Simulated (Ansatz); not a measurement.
# Te in Ansatz: convergence with smearing width

Input of the first run (smearing width 0.3 eV); the others differ in this setting and in those tied to it:

Contents of input.yaml:

```yaml
crystal:
  lattice:
    - [4.454, 0.0, 0.0]
    - [-2.227, 3.8572771485, 0.0]
    - [0.0, 0.0, 5.924]
  atoms:
    - { symbol: Te, position: [0.731, 0.731, 0.0] }
    - { symbol: Te, position: [0.0, 0.269, 0.6666666667] }
    - { symbol: Te, position: [0.269, 0.0, 0.3333333333] }
hamiltonian:
  xc: pbesol
  pseudopotentials: { kind: paw, source: jth, xc_functional: pbe }
kpoints:
  mp_grid: { grid: [6, 6, 4] }
scf:
  occupations: { method: gaussian, width: 0.3 }
output:
  forces: true
  stress: true
  eigenvalues: true
```

Potentials or basis: JTH PAW.

Command:

```bash
$ ansatz run input.yaml --threads 2 --pin off --max-ram 5632MiB --backend cpu --events-out ev --progress --plain --runs-dir out
```

Hardware: 2 threads of Intel(R) Xeon(R) Platinum 8488C (Sapphire Rapids) (shared host).

```
smearing width  energy less the tightest run, at zero smearing (meV/atom)  largest force (eV/Å)  SCF cycles  CPU time (s)  peak memory (GiB)
        0.3 eV                                                       0.17                 0.184           7           2.5                0.4
        0.2 eV                                                      -0.03                 0.177           7           2.9                0.4
       0.15 eV                                                       0.03                 0.177           6           2.6                0.4
        0.1 eV                                                       0.07                 0.177           6           2.5                0.4
       0.05 eV                                                       0.02                 0.177           6           2.5                0.4
      0.025 eV                                                       0.00                 0.178           6           2.5               0.41
       0.01 eV                                                       0.00                 0.178           6           2.6               0.41
      0.005 eV                                                       0.00                 0.178           6           2.6               0.41
```

Against the tightest run, the energy stays within 1 meV/atom from 0.3 eV on; the largest force stays within 0.005 eV/Å from 0.2 eV on. The tightest run that finished is the yardstick and may itself not be fully converged.

Caveat, for the tightest run too: spin-orbit coupling is left out, which moves the levels of the heavy elements.
